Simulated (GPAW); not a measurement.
Runs of GPAW 26.7.0 on AlO. The structure is cubic, space group Pm-3m (No. 221). The conventional cell has a = 2.769 Å, b = 2.769 Å, c = 2.769 Å, α = 90.00°, β = 90.00°, γ = 90.00°. Al (site symmetry m-3m) is surrounded by 8 O at 2.40 Å. Around O (site symmetry m-3m) lie 8 Al at 2.40 Å. The cell was built by a generator and needn't be a form met in nature.

```csv
level,potentials or basis,eigensolver,gap on the mesh (eV),pressure (GPa),relaxed volume (Å³/atom)
SCAN,"GPAW PAW data sets (gpaw-data 1.2.1), pw",-,none,0.1,10.26
LDA,"the program's PAW data sets (release 1.2.1) made for this functional, pw",-,none,0.0,9.99
TPSS,"GPAW PAW data sets (gpaw-data 1.2.1), pw",davidson,none,0.0,(b)
AM05,"PAW data sets generated in the run's folder for this functional, pw",-,none,0.1,10.28
PBEsol,"PAW data sets generated in the run's folder for this functional, pw",-,none,0.1,10.28
PW91,"PAW data sets generated in the run's folder for this functional, pw",-,none,-0.2,-
BLYP,"PAW data sets generated in the run's folder for this functional, pw",davidson,none,0.1,10.99
RPBE,"the program's PAW data sets (release 1.2.1) made for this functional, pw",-,none,0.1,(a)
```

Alike in all rows: task relaxation of cell and atoms; no spin polarisation; cell relaxed; k mesh 8 × 8 × 8; cutoff (eV) 800; smearing fermi-dirac 0.05 eV.

Estimate the missing entries.

(a) 10.88; (b) 10.41.

Caveats: later steps reuse the first step's grids; an odd number of electrons without spin polarisation forces a metal; a magnetic or distorted state may lie lower; the PAW data sets were made with another functional, which shifts forces and pressure a little (some runs); the relaxation stopped at its first step, so nothing moved (some runs).

A gap of «none» marks a metal or a gap under the smearing width.

Runs at the PBE level aren't shown here.
